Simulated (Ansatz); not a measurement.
I need a convergence test of the k-point mesh of Bi2Te3, space group R3m. Use the Python package of Ansatz (0.2.0). Level of theory (first run): PBE, PAW, the default cutoff (420 eV here), 2×2×2 k-points, fixed occupations. The script varies spacing (1/A): 0.9, 0.7, 0.55, 0.45, 0.35.

```
Bi Te
1.0
     2.20850    1.27508    9.94667
    -2.20850    1.27508    9.94667
     0.00000   -2.55016    9.94667
Bi Te
2 3
Direct
  0.18800 0.18800 0.18800
  0.59800 0.59800 0.59800
  0.38900 0.38900 0.38900
  0.80000 0.80000 0.80000
  0.00000 0.00000 0.00000
```

`kconv_bi2te3.py`:
```python
'''k-point test for Bi2Te3.'''

import warnings

import ansatz

warnings.simplefilter('ignore', ansatz.DeckWarning)

structure = (
    ansatz.Lattice.of((2.2085, 1.275078, 9.946667), (-2.2085, 1.275078, 9.946667), (0.0, -2.550156, 9.946667))
    .atom('Bi', (0.188, 0.188, 0.188))
    .atom('Bi', (0.598, 0.598, 0.598))
    .atom('Te', (0.389, 0.389, 0.389))
    .atom('Te', (0.8, 0.8, 0.8))
    .atom('Te', (0.0, 0.0, 0.0))
)

calculation = (
    structure.calculation()
    .functional('pbe')
    .pseudopotentials('paw')
    .occupations('Fixed')
    .forces()
    .stress()
)

rows = []
for value in [0.9, 0.7, 0.55, 0.45, 0.35]:
    summary = calculation.kpoints(spacing=value).run(threads=1).report
    rows.append((value, summary['free_energy_ev'] / len(summary['lattice']['sites']), summary['n_iterations'], sum(summary['stress_gpa'][i][i] for i in range(3)) / 3, max(abs(f) for row in summary['forces_ev_ang'] for f in row), summary['n_kpoints']))

print('spacing (1/A)   F/atom (eV)    iterations       P (GPa)  max component (eV/A)      k-points')
for row in rows:
    print(f'{str(row[0]):>12s}  {row[1]:12.5f}  {row[2]:12d}  {row[3]:12.3f}  {row[4]:20.4f}  {row[5]:12d}')

# the last row is the reference
for row in rows[:-1]:
    shift = 1000 * (row[1] - rows[-1][1])
    print(f'{row[0]}: {shift:+.2f} meV/atom' + ('  (within 2 meV)' if abs(shift) < 2 else ''))
```

```console
$ python kconv_bi2te3.py
RunWarning: iter 1: σ=0 fill of 39 bands saw a band overlap (occupied 9.5150 eV > unoccupied 9.4641 eV) — on an unconverged iterate often a transient of an unconverged empty band; one that stands at the close is told there (band_overlap_at_count); if the run [...]
RunWarning: the bands overlap at the fill by count (39 filled at each k-point of a channel): the highest filled level, 9.549557 eV at k-index 5, stands 0.1049 eV over the lowest empty one, 9.444701 eV at k-index 2, so that a fill of the lowest levels lies [...]
spacing (1/A)   F/atom (eV)    iterations       P (GPa)  max component (eV/A)      k-points
         0.9   -9146.32800             9         3.173                1.2826             4
         0.7   -9146.54389             8         1.525                1.3746             6
        0.55   -9146.52553             9         1.557                1.4585            13
        0.45   -9146.52553             9         1.557                1.4585            13
        0.35   -9146.53001             8         1.589                1.3903            19
0.9: +202.01 meV/atom
0.7: -13.89 meV/atom
0.55: +4.47 meV/atom
0.45: +4.47 meV/atom
```
(Warnings from the package without file and line, shortened, repeats left out.)

The input holds a mistake (fixed occupations, though the bands overlap at this level of theory), so what it prints is no property of Bi2Te3. Pressure is positive in compression. Spin-orbit coupling, which matters for elements this heavy, is left out. The starting cell is as deposited in a crystallographic database; the results hold for this polymorph, which needn't be the stable one. Shifts are counted from the finest mesh, which is itself no proven limit. The script silences the warnings on its input, which a real study should read. Wall time of the script: 55 s on 1 thread of Arm Neoverse V1 (shared host), peak memory 0.5 GiB.
